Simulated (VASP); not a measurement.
A run of VASP 6.6.1 is set up as follows.

The input INCAR:

```
ALGO = Normal ; EDIFF = 1E-7
ENCUT = 520 ; ISIF = 2
ISMEAR = 0 ; LASPH = True
LCHARG = False ; LREAL = False
LWAVE = False ; NBANDS = 16
NELM = 60 ; PREC = Accurate
SIGMA = 0.1
```

File KPOINTS:

```
k-points
0
Gamma
  12 12 12
```

POSCAR

```
InAs
1.0
    0.0000000000      3.0129847159      3.0129847159
    3.0129847159      0.0000000000      3.0129847159
    3.0129847159      3.0129847159      0.0000000000
In As
1 1
Direct
    0.0000000000      0.0000000000      0.0000000000
    0.2500000000      0.2500000000      0.2500000000
```

Potentials or basis: VASP PAW LDA potentials, release 64 (In_d, As).

Run with:

```bash
$ cat potpaw_LDA.64/In_d/POTCAR potpaw_LDA.64/As/POTCAR > POTCAR
$ mpirun -np 1 vasp_std > vasp.out
```

(1) What does it give for the pressure?

(2) Estimate the band gap on the k mesh.

Results:

(1) 0.1 GPa.

(2) zero (filled and empty bands touch).

Caveat: spin-orbit coupling is left out, which moves the levels of the heavy elements.

**Measured values to compare with.**

A printed reference work, data compilation reports, for a bulk crystal of InAs at 4.2 K: band gap 0.418 eV (direct).

Against the measured gap of InAs, 0.418 eV (direct; 4.2 K; a printed reference work, data compilation), the calculated 0.00 eV is off by -0.42 eV. Spin-orbit coupling on As, In is left out. The value is that of LDA on a finite k mesh, which can miss the band edges, without temperature or zero-point motion. Semilocal functionals fall short of measured gaps as a rule.
